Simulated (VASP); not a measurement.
# MoS2 in VASP: a series of runs, part 3 of 3

VASP 6.6.1. The steps go on from the part before.

## 6. Core levels, PBEsol

The input, INCAR:

```
SYSTEM = MoS2
PREC = Accurate
ENCUT = 520
EDIFF = 1E-6
ISMEAR = 0
SIGMA = 0.02
LREAL = .FALSE.
LASPH = .TRUE.
NELM = 100
ALGO = Normal
ISIF = 2
LWAVE = .FALSE.
LCHARG = .FALSE.
GGA = PS
ICORELEVEL = 1
```

The input, KPOINTS:

```
regular mesh
0
G
  7 7 1
  0 0 0
```

The input, POSCAR:

```
MoS2
1.0
    3.1837189491      0.0000000000      0.0000000000
   -1.5918594745      2.7571814884      0.0000000000
    0.0000000000      0.0000000000     34.4792384800
Mo S
4 8
Direct
    0.3333333333      0.6666666667      0.0935556300
    0.3333333333      0.6666666667      0.7209030300
    0.6666666667      0.3333333333      0.2790969700
    0.6666666667      0.3333333333      0.9064443700
    0.6666666667      0.3333333333      0.0485463000
    0.6666666667      0.3333333333      0.6759117500
    0.3333333333      0.6666666667      0.2340896600
    0.3333333333      0.6666666667      0.8614313100
    0.6666666667      0.3333333333      0.1385686900
    0.6666666667      0.3333333333      0.7659103400
    0.3333333333      0.6666666667      0.3240882500
    0.3333333333      0.6666666667      0.9514537000
```

Potentials or basis: VASP PAW PBE potentials, release 64 (Mo_sv, S).

Started as:

```
$ cat potpaw_PBE.64/Mo_sv/POTCAR potpaw_PBE.64/S/POTCAR > POTCAR
$ mpirun -np 1 vasp_std > vasp.out
```

OUTCAR:

```text
SYSTEM = MoS2
   PREC = Accurate
   ENCUT = 520
   EDIFF = 1E-6
   ISMEAR = 0
   LREAL = .FALSE.
   LASPH = .TRUE.
   NELM = 100
   ISIF = 2
   GGA = PS

 ion  position               nearest neighbor table
   1  0.333  0.667  0.094-   5 2.41   5 2.41   5 2.41   9 2.41   9 2.41   9 2.41
   2  0.333  0.667  0.721-   6 2.41   6 2.41   6 2.41  10 2.41  10 2.41  10 2.41
   3  0.667  0.333  0.279-  11 2.41  11 2.41  11 2.41   7 2.41   7 2.41   7 2.41
   4  0.667  0.333  0.906-  12 2.41  12 2.41  12 2.41   8 2.41   8 2.41   8 2.41
   5  0.667  0.333  0.049-   1 2.41   1 2.41   1 2.41
   6  0.667  0.333  0.676-   2 2.41   2 2.41   2 2.41
   7  0.333  0.667  0.234-   3 2.41   3 2.41   3 2.41
   8  0.333  0.667  0.861-   4 2.41   4 2.41   4 2.41
   9  0.667  0.333  0.139-   1 2.41   1 2.41   1 2.41
  10  0.667  0.333  0.766-   2 2.41   2 2.41   2 2.41
  11  0.333  0.667  0.324-   3 2.41   3 2.41   3 2.41
  12  0.333  0.667  0.951-   4 2.41   4 2.41   4 2.41

  LATTYP: Found a hexagonal cell.
 ALAT       =     3.1837189491
 C/A-ratio  =    10.8298625071

  Lattice vectors:

 A1 = (   3.1837189491,   0.0000000000,   0.0000000000)
 A2 = (  -1.5918594745,   2.7571814884,   0.0000000000)
 A3 = (   0.0000000000,   0.0000000000,  34.4792384800)

Analysis of symmetry for initial positions (statically):
=====================================================================
 Subroutine PRICEL returns:
 Original cell was already a primitive cell.

 Routine SETGRP: Setting up the symmetry group for a
 hexagonal supercell.

 Subroutine GETGRP returns: Found 12 space group operations
 (whereof 12 operations were pure point group operations)
 out of a pool of 24 trial point group operations.

The static configuration has the point symmetry D_3d.

Analysis of symmetry for dynamics (positions and initial velocities):
=====================================================================
 Subroutine PRICEL returns:
 Original cell was already a primitive cell.

 Routine SETGRP: Setting up the symmetry group for a
 hexagonal supercell.

 Subroutine GETGRP returns: Found 12 space group operations
 (whereof 12 operations were pure point group operations)
 out of a pool of 24 trial point group operations.

The dynamic configuration has the point symmetry D_3d.

 Subroutine INISYM returns: Found 12 space group operations
 (whereof 12 operations are pure point group operations),
 and found     1 'primitive' translations

----------------------------------------------------------------------------------------

                                     Primitive cell

  volume of cell :     302.6619

  direct lattice vectors                    reciprocal lattice vectors
     3.183718949  0.000000000  0.000000000     0.314098077  0.181344609  0.000000000
    -1.591859475  2.757181488  0.000000000     0.000000000  0.362689219  0.000000000
     0.000000000  0.000000000 34.479238480     0.000000000  0.000000000  0.029002961

  length of vectors
     3.183718949  3.183718949 34.479238480     0.362689219  0.362689219  0.029002961

  position of ions in fractional coordinates (direct lattice)
     0.333333333  0.666666667  0.093555630
     0.333333333  0.666666667  0.720903030
[... 87 lines left out ...]
   ISYM   =      2    0-nonsym 1-usesym 2-fastsym
   POTIM  = 0.5000    time-step for ionic-motion
   TEBEG  =    0.0;   TEEND  =   0.0 temperature during run
   PSTRESS=    0.0 pullay stress
   NELECT =     104.0000    total number of electrons
   NUPDOWN=      -1.0000    fix difference up-down
   EMIN   =  10.00;   EMAX   =-10.00  energy-range for DOS
   EFERMI =   0.00;   METHOD = LEGACY
   ISMEAR =     0;   SIGMA  =   0.02  broadening in eV -4-tet -1-fermi 0-gaus
   EFERMI_NEDOS =   21; number of points for ismear=-14 and -15
   IALGO  =     38    algorithm
   IMIX   =      4    mixing-type and parameters
     AMIX     =   0.40;   BMIX     =  1.00
     AMIX_MAG =   1.60;   BMIX_MAG =  1.00
  volume/ion in A,a.u.               =      25.22       170.21
  Fermi-wavevector in a.u.,A,eV,Ry     =   1.146657  2.166867 17.889230  1.314821
  Thomas-Fermi vector in A             =   2.283340
   LORBIT       =      0    0 simple, 1 ext, 2 COOP (PROOUT), +10 PAW based schemes
   GGA     = PS    functional components
   LHFCALC =     F    Hartree Fock is set to
   AEXX    =    0.0000 exact exchange contribution
   IVDW    =     0    specifies the selected vdW correction
   LEPSILON=     F    determine dielectric tensor
   LRPA    =     F    only Hartree local field effects (RPA)
 non-spin polarized calculation
 Gauss-broadening in eV      SIGMA  =   0.02
  energy-cutoff  :      520.00
  volume of cell :      302.66
 maximum number of plane-waves:      8190
 NGX is ok and might be reduce to    24
   NGX = 11   NGY = 11   NGZ =129

 number of electron     103.9999990 magnetization

 Free energy of the ion-electron system (eV)
  ---------------------------------------------------
  ext. energy  EPLUGINS =         0.00000000
  ---------------------------------------------------
  free energy    TOTEN  =       -93.71234293 eV

  energy without entropy =      -93.71234293  energy(sigma->0) =      -93.71234293

 the core state eigenenergies are
   1-  1s -19812.8877  2s  -2793.0662  2p  -2496.0673  3s   -470.2235  3p   -372.9302
       3d   -214.7572
   2-  1s -19812.8868  2s  -2793.0658  2p  -2496.0668  3s   -470.2231  3p   -372.9298
       3d   -214.7568
   3-  1s -19812.8868  2s  -2793.0658  2p  -2496.0668  3s   -470.2231  3p   -372.9298
       3d   -214.7568
   4-  1s -19812.8877  2s  -2793.0662  2p  -2496.0673  3s   -470.2235  3p   -372.9302
       3d   -214.7572
   5-  1s  -2396.3273  2s   -202.3553  2p   -147.1327
   6-  1s  -2396.3071  2s   -202.3395  2p   -147.1164
   7-  1s  -2396.3268  2s   -202.3550  2p   -147.1323
   8-  1s  -2396.3291  2s   -202.3569  2p   -147.1342
   9-  1s  -2396.3291  2s   -202.3569  2p   -147.1342
  10-  1s  -2396.3268  2s   -202.3550  2p   -147.1323
  11-  1s  -2396.3071  2s   -202.3395  2p   -147.1164
  12-  1s  -2396.3273  2s   -202.3553  2p   -147.1327

 E-fermi :   3.6395     XC(G=0):  -8.1560

 val. band max:        3.5556994067   @ k =   0.0000   0.0000   0.0000
 cond. band min:       4.8231817524   @ k =   0.1429   0.1429   0.0000
 fundamental gap:      1.2674823457
 Fermi energy:         3.6395437010

 k-point     1 :       0.0000    0.0000    0.0000
  band No.  band energies     occupation
      1     -57.7224      2.00000
      2     -57.7224      2.00000
      3     -57.7220      2.00000
      4     -57.7220      2.00000
      5     -31.9012      2.00000
      6     -31.9012      2.00000
[... 253 lines left out ...]
  band No.  band energies     occupation
      1     -57.7037      2.00000
      2     -57.7037      2.00000
      3     -57.7033      2.00000
      4     -57.7033      2.00000
      5     -31.8701      2.00000
      6     -31.8701      2.00000
      7     -31.8697      2.00000
      8     -31.8697      2.00000
      9     -31.8637      2.00000
     10     -31.8637      2.00000
     11     -31.8633      2.00000
     12     -31.8633      2.00000
     13     -31.7450      2.00000

------------------------ aborting loop because EDIFF is reached ----------------------------------------

  FORCE on cell =-STRESS in cart. coord.  units (eV):
  Direction    XX          YY          ZZ          XY          YZ          ZX
  --------------------------------------------------------------------------------------
  -------------------------------------------------------------------------------------
  Total       -5.5359711     -5.5359711     -2.0698130     -0.0000000     -0.0000000     -0.0000000
  in kB      -29.3053325    -29.3053325    -10.9568056     -0.0000000     -0.0000000     -0.0000000
  external PRESSURE =     -23.1891569 kB  Pullay stress =       0.0000000 kB

 VOLUME and BASIS-vectors are now :
 -----------------------------------------------------------------------------
  energy-cutoff  :      520.00
  volume of cell :      302.66
      direct lattice vectors                 reciprocal lattice vectors
     3.183718949  0.000000000  0.000000000     0.314098077  0.181344609  0.000000000
    -1.591859475  2.757181488  0.000000000     0.000000000  0.362689219  0.000000000
     0.000000000  0.000000000 34.479238480     0.000000000  0.000000000  0.029002961

 POSITION                                       TOTAL-FORCE (eV/Angst)
 -----------------------------------------------------------------------------------
     -0.00000      1.83812      3.22573        -0.000000     -0.000000     -0.000493
     -0.00000      1.83812     24.85619        -0.000000     -0.000000     -0.006111
      1.59186      0.91906      9.62305         0.000000      0.000000      0.006111
      1.59186      0.91906     31.25351         0.000000     -0.000000      0.000493
      1.59186      0.91906      1.67384        -0.000000      0.000000      0.124218
      1.59186      0.91906     23.30492         0.000000     -0.000000      0.145113
     -0.00000      1.83812      8.07123         0.000000     -0.000000      0.121595
     -0.00000      1.83812     29.70150        -0.000000     -0.000000      0.127840
      1.59186      0.91906      4.77774         0.000000     -0.000000     -0.127840
      1.59186      0.91906     26.40801        -0.000000      0.000000     -0.121595
     -0.00000      1.83812     11.17432        -0.000000      0.000000     -0.145113
     -0.00000      1.83812     32.80540         0.000000     -0.000000     -0.124218
 -----------------------------------------------------------------------------------
    total drift:                                0.000000      0.000000      0.000000

  FREE ENERGIE OF THE ION-ELECTRON SYSTEM (eV)
  ---------------------------------------------------
  free  energy   TOTEN  =       -93.7123429311 eV

  energy  without entropy=      -93.7123429311  energy(sigma->0) =      -93.71234293
```

Run time: 4.1 min. Hardware: 1 thread of Intel Xeon Platinum 8488C (Sapphire Rapids), shared host; peak memory 0.41 GiB.

What came out:

```yaml
Free_energy: -93.7123 eV
Largest_force: 0.145 eV/Å
Band_gap_on_the_k_mesh: 1.27 eV, indirect (least direct gap 2.09 eV)
```

Forces on the atoms (eV/Å):
```
Mo   0.000  0.000  0.000
Mo   0.000  0.000 -0.006
Mo   0.000  0.000  0.006
Mo   0.000  0.000  0.000
S    0.000  0.000  0.124
S    0.000  0.000  0.145
S    0.000  0.000  0.122
S    0.000  0.000  0.128
S    0.000  0.000 -0.128
S    0.000  0.000 -0.122
S    0.000  0.000 -0.145
S    0.000  0.000 -0.124
```

Core levels (eV, on the scale of the bands):
```csv
atom,levels
1 Mo,"1s -19812.9, 2s -2793.1, 2p -2496.1, 3s -470.2, 3p -372.9, 3d -214.8"
2 Mo,"1s -19812.9, 2s -2793.1, 2p -2496.1, 3s -470.2, 3p -372.9, 3d -214.8"
3 Mo,"1s -19812.9, 2s -2793.1, 2p -2496.1, 3s -470.2, 3p -372.9, 3d -214.8"
4 Mo,"1s -19812.9, 2s -2793.1, 2p -2496.1, 3s -470.2, 3p -372.9, 3d -214.8"
5 S,"1s -2396.3, 2s -202.4, 2p -147.1"
6 S,"1s -2396.3, 2s -202.3, 2p -147.1"
```

Caveat: the PAW data sets were made with another functional, which shifts forces and pressure a little. A hybrid or GW would open this gap; PBEsol tends to underestimate it.

## 7. Summary

```tsv
task	k mesh	k mesh for the DOS	occupations for the DOS	mesh quality	gap on the mesh (eV)	largest force (eV/Å)
dielectric tensor	5 × 5 × 1	-	-	coarse	1.23	-
optical spectrum	7 × 7 × 1	-	-	not flagged	1.27	0.15
density of states	7 × 7 × 1	11 × 11 × 1	tetrahedron	not flagged	-	-
electric field gradients	7 × 7 × 1	-	-	not flagged	1.27	0.15
core levels	7 × 7 × 1	-	-	not flagged	1.27	0.15
```

Alike in all rows: level PBEsol; potentials or basis VASP PAW PBE potentials, release 64 (Mo_sv, S); no spin polarisation; cell as given; cutoff (eV) 520; smearing gaussian 0.02 eV.

Caveats: some runs use coarse meshes; the PAW data sets were made with another functional, which shifts forces and pressure a little; spectra need much finer meshes, so this one isn't converged (some runs); independent-particle spectra lack excitons (some runs).

Total energies depend on the potentials used, so only differences within one code and one set of settings carry meaning.
